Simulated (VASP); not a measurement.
# Si in VASP: how settings move the LDA single point

Aim: see what changed inputs do to the LDA single point of Si built on the diamond prototype.

Code: VASP 6.6.1. PAW datasets, plane waves. No spin polarisation (in the reference) and no zero-point or thermal motion.

## Step 1: Starting point

The cell comes from an earlier relaxation with r2SCAN in another program. Some of the altered inputs switch spin polarisation on.

It is cubic, Fd-3m (No. 227); conventional cell a = 5.444 Å, 20.17 Å³ an atom. Around Si lie 4 Si at 2.36 Å.

The structure in full:

```xyz
2
Lattice="0.0000 2.7221 2.7221 2.7221 0.0000 2.7221 2.7221 2.7221 0.0000" Properties=species:S:1:pos:R:3 pbc="T T T"
Si    0.0000    0.0000    0.0000
Si    1.3611    1.3611    1.3611
```

## Step 2: The reference run

Input file INCAR:

```
ENCUT = 520.000000
SIGMA = 0.010000
EDIFF = 1.00e-07
GGA = CA
PREC = Accurate
IBRION = -1
ISIF = 2
ISMEAR = 0
NBANDS = 11
NELM = 120
NSW = 0
LASPH = .TRUE.
LCHARG = .FALSE.
LWAVE = .FALSE.
LREAL = .FALSE.
```

Input file KPOINTS:

```
KPOINTS created by Atomic Simulation Environment
0
Gamma
8 8 8
0 0 0
```

Input file POSCAR:

```
Si
 1.0000000000000000
     0.0000000000000000    2.7221188960354810    2.7221188960354810
     2.7221188960354810   -0.0000000000000000    2.7221188960354810
     2.7221188960354810    2.7221188960354810   -0.0000000000000000
 Si
   2
Cartesian
 -0.0000000000000000  0.0000000000000000 -0.0000000000000000
  1.3610594480177407  1.3610594480177407  1.3610594480177407
```

A file KPOINTS_OPT adds named points for the levels; it doesn't enter the self-consistent loop.

Potentials: the recommended LDA PAW datasets, 8 valence electrons.

Run with:

```
mpirun -np 1 vasp_std
```

## Step 3: Try 1

INCAR: that of step 2 with these lines changed.

```diff
@@ -8,3 +8,2 @@
 ISMEAR = 0
-NBANDS = 11
 NELM = 120
@@ -15 +14,3 @@
 LREAL = .FALSE.
+ALGO = Fast
+NBANDS = 8
```

KPOINTS is that of step 2.

POSCAR is that of step 2.

## Step 4: Try 2

INCAR: that of step 2 with these lines changed.

```diff
@@ -15 +15,4 @@
 LREAL = .FALSE.
+NELECT = 8.1
+ALGO = Damped
+TIME = 0.2
```

KPOINTS is that of step 2.

POSCAR is that of step 2.

## Step 5: Try 3

Input file INCAR:

```
ENCUT = 520.000000
SIGMA = 0.010000
GGA = CA
PREC = Accurate
IBRION = -1
ISIF = 2
ISMEAR = 0
NBANDS = 11
NSW = 0
LASPH = .TRUE.
LCHARG = .FALSE.
LWAVE = .FALSE.
LREAL = .FALSE.
EDIFF = 1e-08
ISPIN = 2
MAGMOM = 0.5 0.5
NELM = 81
```

KPOINTS is that of step 2.

POSCAR is that of step 2.

**Question.** What will these runs give? Wanted: for each run, changed; ending; energy change; pressure; electronic steps; usable.

As calculated:

| run | changed | ending | energy change (meV/atom) | pressure (GPa) | gap on the mesh (eV; negative: overlap) | electronic steps | time | usable |
| --- | --- | --- | --- | --- | --- | --- | --- | --- |
| ref. | – | converged | 0 | -2.1 | 0.53 | 12 | 5.7 s | yes |
| 1 | ALGO = Fast, NBANDS = 8 | converged | 0.0 | -2.1 | 0.53 | 15 | 5.2 s | yes |
| 2 | NELECT = 8.1, ALGO = Damped, TIME = 0.2 | converged | – | 1.3 | – | 28 | 8.4 s | no |
| 3 | EDIFF = 1e-08, ISPIN = 2, MAGMOM = 0.5 0.5, NELM = 81 | converged | 0.0 | -2.1 | – | 15 | 12 s | yes |

Of 3 altered inputs, 1 ended normally on a faulty or unsound input, 2 gave usable results.
